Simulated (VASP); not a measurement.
# Se (Pm-3m) in VASP: a series of runs

One crystal, Se, is run at these levels: PBE; tasks: single point.

All numbers are computed with VASP 6.6.1; they aren't measurements. Logs are shortened: lines on timing, memory, paths and dates and some standing lists are left out, and cuts for length are marked.

## (1) Starting point

It takes space group Pm-3m (No. 221, cubic). Conventional cell: a = 2.811 Å, b = 2.811 Å, c = 2.811 Å, α = 90.00°, β = 90.00°, γ = 90.00°. Se (site symmetry m-3m) is surrounded by 6 Se at 2.81 Å.

This isn't the form of Se at room conditions, which is trigonal, of chains.

## (2) Single point, PBE

Contents of INCAR:

```
ADDGRID = F
ALGO = Normal
EDIFF = 1E-6
ENCUT = 400
GGA = PE
ISIF = 2
ISMEAR = 0
LASPH = T
LCHARG = F
LREAL = F
LWAVE = F
NELM = 100
PREC = Accurate
SIGMA = 0.05
```

Contents of KPOINTS:

```
k-points
0
Gamma
  3 3 3
```

Contents of POSCAR:

```
Se
1.0
    2.8105630200      0.0000000000      0.0000000000
    0.0000000000      2.8105630200      0.0000000000
    0.0000000000      0.0000000000      2.8105630200
Se
1
Direct
    0.0000000000      0.0000000000      0.0000000000
```

Potentials or basis: VASP PAW PBE potentials, release 64 (Se).

Command:

```bash
$ cat potpaw_PBE.64/Se/POTCAR > POTCAR
$ mpirun -np 1 vasp_std > vasp.out
```

OUTCAR:

```text
EDIFF = 1E-6
   ENCUT = 400
   GGA = PE
   ISIF = 2
   ISMEAR = 0
   LASPH = T
   LREAL = F
   NELM = 100
   PREC = Accurate

 Found      4 irreducible k-points:

 Following reciprocal coordinates:
            Coordinates               Weight
  0.000000  0.000000  0.000000      1.000000
  0.333333  0.000000  0.000000      6.000000
  0.333333  0.333333  0.000000     12.000000
  0.333333  0.333333  0.333333      8.000000
   k-points           NKPTS =      4   k-points in BZ     NKDIM =      4   number of bands    NBANDS=      7
   number of dos      NEDOS =    301   number of ions     NIONS =      1
   total plane-waves  NPLWV =   5832
   dimension x,y,z NGX =    18 NGY =   18 NGZ =   18
   dimension x,y,z NGXF=    36 NGYF=   36 NGZF=   36
   ions per type =               1
   NGX,Y,Z   is equivalent  to a cutoff of  10.65, 10.65, 10.65 a.u.
   NGXF,Y,Z  is equivalent  to a cutoff of  21.29, 21.29, 21.29 a.u.
 SYSTEM =  unknown system
   PREC   = accura    normal or accurate (medium, high low for compatibility)
   ISTART =      0    job   : 0-new  1-cont  2-samecut
   ICHARG =      2    charge: 1-file 2-atom 10-const
   ISPIN  =      1    spin polarized calculation?
   LNONCOLLINEAR =      F non collinear calculations
   LSORBIT =      F    spin-orbit coupling
   LASPH  =      T    aspherical Exc in radial PAW
   ENCUT  =  400.0 eV  29.40 Ry    5.42 a.u.   4.58  4.58  4.58*2*pi/ulx,y,z
   NELM   =    100;   NELMIN=  2; NELMDL= -5     # of ELM steps
   EDIFF  = 0.1E-05   stopping-criterion for ELM
   LREAL  =      F    real-space projection
   EDIFFG = 0.1E-04   stopping-criterion for IOM
   NSW    =      0    number of steps for IOM
   IBRION =     -1    ionic relax: 0-MD 1-quasi-New 2-CG
   NFREE  =      0    steps in history (QN), initial steepest desc. (CG)
   ISIF   =      2    stress and relaxation
   ISYM   =      2    0-nonsym 1-usesym 2-fastsym
   POTIM  = 0.5000    time-step for ionic-motion
   TEBEG  =    0.0;   TEEND  =   0.0 temperature during run
   PSTRESS=    0.0 pullay stress
   NELECT =       6.0000    total number of electrons
   NUPDOWN=      -1.0000    fix difference up-down
   EMIN   =  10.00;   EMAX   =-10.00  energy-range for DOS
   EFERMI =   0.00;   METHOD = LEGACY
   ISMEAR =     0;   SIGMA  =   0.05  broadening in eV -4-tet -1-fermi 0-gaus
   EFERMI_NEDOS =   21; number of points for ismear=-14 and -15
   IALGO  =     38    algorithm
   IMIX   =      4    mixing-type and parameters
     AMIX     =   0.40;   BMIX     =  1.00
     AMIX_MAG =   1.60;   BMIX_MAG =  1.00
  volume/ion in A,a.u.               =      22.20       149.82
  Fermi-wavevector in a.u.,A,eV,Ry     =   1.058438  2.000157 15.242472  1.120290
  Thomas-Fermi vector in A             =   2.193747
   LORBIT       =      0    0 simple, 1 ext, 2 COOP (PROOUT), +10 PAW based schemes
   GGA     = PE    functional components
   LHFCALC =     F    Hartree Fock is set to
   AEXX    =    0.0000 exact exchange contribution
   IVDW    =     0    specifies the selected vdW correction
   LEPSILON=     F    determine dielectric tensor
   LRPA    =     F    only Hartree local field effects (RPA)
 non-spin polarized calculation
 Gauss-broadening in eV      SIGMA  =   0.05
  energy-cutoff  :      400.00
  volume of cell :       22.20
 maximum number of plane-waves:       437
 NGX is ok and might be reduce to    18
   NGX =  9   NGY =  9   NGZ =  9

 number of electron       6.0000006 magnetization

 Free energy of the ion-electron system (eV)
  ---------------------------------------------------
  ext. energy  EPLUGINS =         0.00000000
  ---------------------------------------------------
  free energy    TOTEN  =        -4.62865855 eV

  energy without entropy =       -4.62865855  energy(sigma->0) =       -4.62865855

 E-fermi :   2.4455     XC(G=0): -10.0249

 val. band max:        2.1983611264   @ k =   0.3333   0.3333   0.3333
 cond. band min:       6.2784328790   @ k =   0.0000   0.0000   0.0000
 fundamental gap:      4.0800717526
 Fermi energy:         2.4454884714

 k-point     1 :       0.0000    0.0000    0.0000
  band No.  band energies     occupation
      1     -11.3395      2.00000
      2       6.2784      0.00000
      3       6.2784      0.00000
      4       6.2784      0.00000
      5      12.6109      0.00000
      6      12.6109      0.00000
      7      12.8271      0.00000

 k-point     2 :       0.3333    0.0000    0.0000
  band No.  band energies     occupation
      1      -9.9379      2.00000
      2      -0.5324      2.00000
      3       7.2974      0.00000
      4       7.2974      0.00000
      5      14.0369      0.00000
      6      14.6533      0.00000
      7      19.5868      0.00000

 k-point     3 :       0.3333    0.3333    0.0000
  band No.  band energies     occupation
      1      -8.5419      2.00000
      2       0.7327      2.00000
      3       0.8106      2.00000
      4       8.2625      0.00000
      5      10.9523      0.00000
      6      16.1855      0.00000
      7      20.9345      0.00000

 k-point     4 :       0.3333    0.3333    0.3333
  band No.  band energies     occupation
      1      -7.1437      2.00000
      2       1.9160      2.00000
      3       1.9160      2.00000
      4       2.1984      2.00000
      5      11.7935      0.00000
      6      13.2109      0.00000
      7      13.2109      0.00000

------------------------ aborting loop because EDIFF is reached ----------------------------------------

  FORCE on cell =-STRESS in cart. coord.  units (eV):
  Direction    XX          YY          ZZ          XY          YZ          ZX
  --------------------------------------------------------------------------------------
  -------------------------------------------------------------------------------------
  Total       -1.1527769     -1.1527769     -1.1527769     -0.0000000     -0.0000000      0.0000000
  in kB      -83.1909114    -83.1909114    -83.1909114     -0.0000000     -0.0000000      0.0000000
  external PRESSURE =     -83.1909114 kB  Pullay stress =       0.0000000 kB

 VOLUME and BASIS-vectors are now :
 -----------------------------------------------------------------------------
  energy-cutoff  :      400.00
  volume of cell :       22.20
      direct lattice vectors                 reciprocal lattice vectors
     2.810563020  0.000000000  0.000000000     0.355800597  0.000000000  0.000000000
     0.000000000  2.810563020  0.000000000     0.000000000  0.355800597  0.000000000
     0.000000000  0.000000000  2.810563020     0.000000000  0.000000000  0.355800597

 POSITION                                       TOTAL-FORCE (eV/Angst)
 -----------------------------------------------------------------------------------
      0.00000      0.00000      0.00000         0.000000      0.000000      0.000000
 -----------------------------------------------------------------------------------
    total drift:                                0.000000      0.000000      0.000000

  FREE ENERGIE OF THE ION-ELECTRON SYSTEM (eV)
  ---------------------------------------------------
  free  energy   TOTEN  =        -4.6286585477 eV

  energy  without entropy=       -4.6286585477  energy(sigma->0) =       -4.62865855
```

OSZICAR:

```text
N       E                     dE             d eps       ncg     rms          rms(c)
DAV:   1     0.917991056965E+01    0.91799E+01   -0.25827E+03    56   0.589E+02
DAV:   2    -0.440850905659E+01   -0.13588E+02   -0.13588E+02    77   0.838E+01
DAV:   3    -0.462256064320E+01   -0.21405E+00   -0.21405E+00    56   0.107E+01
DAV:   4    -0.462297871671E+01   -0.41807E-03   -0.41807E-03    84   0.589E-01
DAV:   5    -0.462297900140E+01   -0.28469E-06   -0.28469E-06    56   0.107E-02    0.382E+00
DAV:   6    -0.462610230615E+01   -0.31233E-02   -0.24635E-03    84   0.378E-01    0.228E+00
DAV:   7    -0.462863327265E+01   -0.25310E-02   -0.45390E-03    56   0.523E-01    0.723E-02
DAV:   8    -0.462865474367E+01   -0.21471E-04   -0.17184E-04    84   0.966E-02    0.926E-03
DAV:   9    -0.462865748891E+01   -0.27452E-05   -0.27341E-06    70   0.136E-02    0.691E-03
DAV:  10    -0.462865849938E+01   -0.10105E-05   -0.29399E-06    84   0.116E-02    0.346E-03
DAV:  11    -0.462865854767E+01   -0.48287E-07   -0.78192E-08    56   0.174E-03
   1 F= -.46286585E+01 E0= -.46286585E+01  d E =-.205514E-12
```

It took 1.2 s on 1 thread of Intel Xeon 6975P-C (Granite Rapids), shared host; peak memory 0.11 GiB.

These settings aren't checked as converged: the numbers below hold their error.

Results:

| Item | Value |
| --- | --- |
| Free energy | -4.6287 eV |
| Pressure | -8.3 GPa |
| Band gap on the k mesh | none (metal or under the smearing width) |

Caveat: the k mesh is coarse (spacing up to 0.75 Å⁻¹), so the values aren't converged.

## (3) Single point, PBE

INCAR, as its differences from that of step 2:

```diff
@@ -3,3 +3,3 @@
 EDIFF = 1E-6
-ENCUT = 400
+ENCUT = 460
 GGA = PE
```

KPOINTS is that of step 2.

POSCAR is that of step 2.

Potentials or basis: VASP PAW PBE potentials, release 64 (Se).

Command:

```bash
$ cat potpaw_PBE.64/Se/POTCAR > POTCAR
$ mpirun -np 1 vasp_std > vasp.out
```

OUTCAR:

```text
EDIFF = 1E-6
   ENCUT = 460
   GGA = PE
   ISIF = 2
   ISMEAR = 0
   LASPH = T
   LREAL = F
   NELM = 100
   PREC = Accurate

 Found      4 irreducible k-points:

 Following reciprocal coordinates:
            Coordinates               Weight
  0.000000  0.000000  0.000000      1.000000
  0.333333  0.000000  0.000000      6.000000
  0.333333  0.333333  0.000000     12.000000
  0.333333  0.333333  0.333333      8.000000
   k-points           NKPTS =      4   k-points in BZ     NKDIM =      4   number of bands    NBANDS=      7
[... 114 lines left out ...]
------------------------ aborting loop because EDIFF is reached ----------------------------------------

  FORCE on cell =-STRESS in cart. coord.  units (eV):
  Direction    XX          YY          ZZ          XY          YZ          ZX
  --------------------------------------------------------------------------------------
  -------------------------------------------------------------------------------------
  Total       -1.1489015     -1.1489015     -1.1489015      0.0000000      0.0000000     -0.0000000
  in kB      -82.9112354    -82.9112354    -82.9112354      0.0000000      0.0000000     -0.0000000
  external PRESSURE =     -82.9112354 kB  Pullay stress =       0.0000000 kB

 VOLUME and BASIS-vectors are now :
 -----------------------------------------------------------------------------
  energy-cutoff  :      460.00
  volume of cell :       22.20
      direct lattice vectors                 reciprocal lattice vectors
     2.810563020  0.000000000  0.000000000     0.355800597  0.000000000  0.000000000
     0.000000000  2.810563020  0.000000000     0.000000000  0.355800597  0.000000000
     0.000000000  0.000000000  2.810563020     0.000000000  0.000000000  0.355800597

 POSITION                                       TOTAL-FORCE (eV/Angst)
 -----------------------------------------------------------------------------------
      0.00000      0.00000      0.00000         0.000000      0.000000      0.000000
 -----------------------------------------------------------------------------------
    total drift:                               -0.000000     -0.000000      0.000000

  FREE ENERGIE OF THE ION-ELECTRON SYSTEM (eV)
  ---------------------------------------------------
  free  energy   TOTEN  =        -4.6285963542 eV

  energy  without entropy=       -4.6285963542  energy(sigma->0) =       -4.62859635
```

stdout:

```text
POSCAR found type information on POSCAR Se
 POSCAR found :  1 types and       1 ions
 scaLAPACK will be used
 LDA part: xc-table for (Slater+PW92), standard interpolation
 POSCAR, INCAR and KPOINTS ok, starting setup
 FFT: planning ... GRIDC
 FFT: planning ... GRID_SOFT
 FFT: planning ... GRID
 WAVECAR not read
 entering main loop
```

Run time: 1.2 s. Hardware: 1 thread of Intel Xeon 6975P-C (Granite Rapids), shared host; peak memory 0.11 GiB.

The run converged, but some of its settings lie outside the range that counts as converged, so its numbers aren't taken as properties of the crystal.

Results:

| Item | Value |
| --- | --- |
| Free energy | -4.6286 eV |
| Pressure | -8.3 GPa |
| Band gap on the k mesh | none (metal or under the smearing width) |

Caveat: the k mesh is coarse (spacing up to 0.75 Å⁻¹), so the values aren't converged.

## (4) Single point, PBE

INCAR, as its differences from that of step 3:

```diff
@@ -3,3 +3,3 @@
 EDIFF = 1E-6
-ENCUT = 460
+ENCUT = 520
 GGA = PE
```

KPOINTS is that of step 3.

POSCAR is that of step 3.

Command:

```bash
$ cat potpaw_PBE.64/Se/POTCAR > POTCAR
$ mpirun -np 1 vasp_std > vasp.out
```

Wall time 1.4 s (1 thread of Intel Xeon 6975P-C (Granite Rapids), shared host); peak memory 0.12 GiB.

These settings aren't checked as converged: the numbers below hold their error.

What came out:

| Property | Result |
| --- | --- |
| Free energy | -4.6287 eV |
| Pressure | -8.3 GPa |
| Band gap on the k mesh | none (metal or under the smearing width) |

Caveat: the k mesh is coarse (spacing up to 0.75 Å⁻¹), so the values aren't converged.

## (5) Single point, PBE

INCAR, as its differences from that of step 4:

```diff
@@ -3,3 +3,3 @@
 EDIFF = 1E-6
-ENCUT = 520
+ENCUT = 220
 GGA = PE
```

Contents of KPOINTS:

```
k-points
0
Gamma
  5 5 5
```

POSCAR is that of step 4.

Potentials or basis: VASP PAW PBE potentials, release 64 (Se).

Command:

```bash
$ cat potpaw_PBE.64/Se/POTCAR > POTCAR
$ mpirun -np 1 vasp_std > vasp.out
```

OUTCAR:

```text
EDIFF = 1E-6
   ENCUT = 220
   GGA = PE
   ISIF = 2
   ISMEAR = 0
   LASPH = T
   LREAL = F
   NELM = 100
   PREC = Accurate

 Found     10 irreducible k-points:

 Following reciprocal coordinates:
            Coordinates               Weight
  0.000000  0.000000  0.000000      1.000000
  0.200000  0.000000  0.000000      6.000000
  0.400000  0.000000  0.000000      6.000000
  0.200000  0.200000  0.000000     12.000000
  0.400000  0.200000  0.000000     24.000000
  0.400000  0.400000  0.000000     12.000000
   k-points           NKPTS =     10   k-points in BZ     NKDIM =     10   number of bands    NBANDS=      7
   number of dos      NEDOS =    301   number of ions     NIONS =      1
   total plane-waves  NPLWV =   2744
   dimension x,y,z NGX =    14 NGY =   14 NGZ =   14
   dimension x,y,z NGXF=    28 NGYF=   28 NGZF=   28
   ions per type =               1
   NGX,Y,Z   is equivalent  to a cutoff of   8.28,  8.28,  8.28 a.u.
   NGXF,Y,Z  is equivalent  to a cutoff of  16.56, 16.56, 16.56 a.u.
 SYSTEM =  unknown system
   PREC   = accura    normal or accurate (medium, high low for compatibility)
   ISTART =      0    job   : 0-new  1-cont  2-samecut
   ICHARG =      2    charge: 1-file 2-atom 10-const
   ISPIN  =      1    spin polarized calculation?
   LNONCOLLINEAR =      F non collinear calculations
   LSORBIT =      F    spin-orbit coupling
   LASPH  =      T    aspherical Exc in radial PAW
   ENCUT  =  220.0 eV  16.17 Ry    4.02 a.u.   3.40  3.40  3.40*2*pi/ulx,y,z
[... 50 lines left out ...]

 E-fermi :   4.4115     XC(G=0):  -9.9983

 val. band max:        4.3625862022   @ k =   0.4000   0.2000   0.2000
 cond. band min:       4.6555685573   @ k =   0.4000   0.2000   0.2000
 fundamental gap:      0.2929823551
 Fermi energy:         4.4114824285

 k-point     1 :       0.0000    0.0000    0.0000
  band No.  band energies     occupation
      1     -11.2952      2.00000
      2       6.3202      0.00000
      3       6.3202      0.00000
      4       6.3202      0.00000
      5      12.6528      0.00000
      6      12.6528      0.00000
      7      12.8755      0.00000
[... 41 lines left out ...]
 k-point     6 :       0.4000    0.4000    0.0000
  band No.  band energies     occupation
      1      -7.6615      2.00000
      2       0.1384      2.00000
      3       0.1823      2.00000
      4       8.7924      0.00000
      5       9.0142      0.00000
      6      17.4068      0.00000
      7      20.7399      0.00000

 [... further k-points ...]
[... 5 lines left out ...]
  --------------------------------------------------------------------------------------
  -------------------------------------------------------------------------------------
  Total       -0.0608328     -0.0608328     -0.0608328      0.0000000      0.0000000     -0.0000000
  in kB       -4.3900409     -4.3900409     -4.3900409      0.0000000      0.0000000     -0.0000000
  external PRESSURE =      -4.3900409 kB  Pullay stress =       0.0000000 kB

 VOLUME and BASIS-vectors are now :
 -----------------------------------------------------------------------------
  energy-cutoff  :      220.00
  volume of cell :       22.20
      direct lattice vectors                 reciprocal lattice vectors
     2.810563020  0.000000000  0.000000000     0.355800597  0.000000000  0.000000000
     0.000000000  2.810563020  0.000000000     0.000000000  0.355800597  0.000000000
     0.000000000  0.000000000  2.810563020     0.000000000  0.000000000  0.355800597

 POSITION                                       TOTAL-FORCE (eV/Angst)
 -----------------------------------------------------------------------------------
      0.00000      0.00000      0.00000         0.000000      0.000000      0.000000
 -----------------------------------------------------------------------------------
    total drift:                                0.000000      0.000000      0.000000

  FREE ENERGIE OF THE ION-ELECTRON SYSTEM (eV)
  ---------------------------------------------------
  free  energy   TOTEN  =        -3.1133761265 eV

  energy  without entropy=       -3.1112946827  energy(sigma->0) =       -3.11233540
```

OSZICAR:

```text
N       E                     dE             d eps       ncg     rms          rms(c)
DAV:   1     0.968925803464E+00    0.96893E+00   -0.17089E+03   161   0.372E+02
DAV:   2    -0.307682293243E+01   -0.40457E+01   -0.37616E+01   175   0.445E+01
DAV:   3    -0.310732556335E+01   -0.30503E-01   -0.30503E-01   168   0.402E+00
DAV:   4    -0.310736083404E+01   -0.35271E-04   -0.35271E-04   203   0.126E-01
DAV:   5    -0.310736084633E+01   -0.12281E-07   -0.12332E-07   168   0.208E-03    0.337E+00
DAV:   6    -0.311089419468E+01   -0.35333E-02   -0.11885E-03   175   0.292E-01    0.200E+00
DAV:   7    -0.311331341724E+01   -0.24192E-02   -0.24183E-03   147   0.409E-01    0.541E-02
DAV:   8    -0.311337198916E+01   -0.58572E-04   -0.10410E-04   189   0.799E-02    0.806E-03
DAV:   9    -0.311337526481E+01   -0.32756E-05   -0.24642E-06   168   0.126E-02    0.458E-03
DAV:  10    -0.311337612645E+01   -0.86165E-06   -0.24263E-06   140   0.102E-02
   1 F= -.31133761E+01 E0= -.31123354E+01  d E =-.208144E-02
```

It took 1.1 s on 1 thread of Intel Xeon 6975P-C (Granite Rapids), shared host; peak memory 0.1 GiB.

These settings aren't checked as converged: the numbers below hold their error.

Results:

| Item | Value |
| --- | --- |
| Free energy | -3.1134 eV |
| Band gap on the k mesh | none (metal or under the smearing width) |

Caveat: the k mesh is coarse (spacing up to 0.45 Å⁻¹), so the values aren't converged; the cutoff is under 1.25 times the usual one of these potentials, so pressure, stress and relaxed cells hold a basis-set (Pulay) error.

## (6) Single point, PBE

INCAR, as its differences from that of step 5:

```diff
@@ -3,3 +3,3 @@
 EDIFF = 1E-6
-ENCUT = 220
+ENCUT = 650
 GGA = PE
```

Contents of KPOINTS:

```
k-points
0
Gamma
  3 3 3
```

POSCAR is that of step 5.

Potentials or basis: VASP PAW PBE potentials, release 64 (Se).

Command:

```bash
$ cat potpaw_PBE.64/Se/POTCAR > POTCAR
$ mpirun -np 1 vasp_std > vasp.out
```

It took 1.4 s on 1 thread of Intel Xeon 6975P-C (Granite Rapids), shared host; peak memory 0.13 GiB.

These settings aren't checked as converged: the numbers below hold their error.

Results:

* Free energy: -4.6287 eV
* Pressure: -8.3 GPa
* Band gap on the k mesh: none (metal or under the smearing width)

Caveat: the k mesh is coarse (spacing up to 0.75 Å⁻¹), so the values aren't converged.

## (7) For comparison

An earlier run on the cell as given: functional PBE; potentials or basis VASP PAW PBE potentials, release 64 (Se); cutoff 520 eV; k mesh 9 × 9 × 9; occupations fermi-dirac, width 0.05 eV; no spin polarisation.

- Pressure: 2.0 GPa
- Band gap on the k mesh: none (metal or under the smearing width)
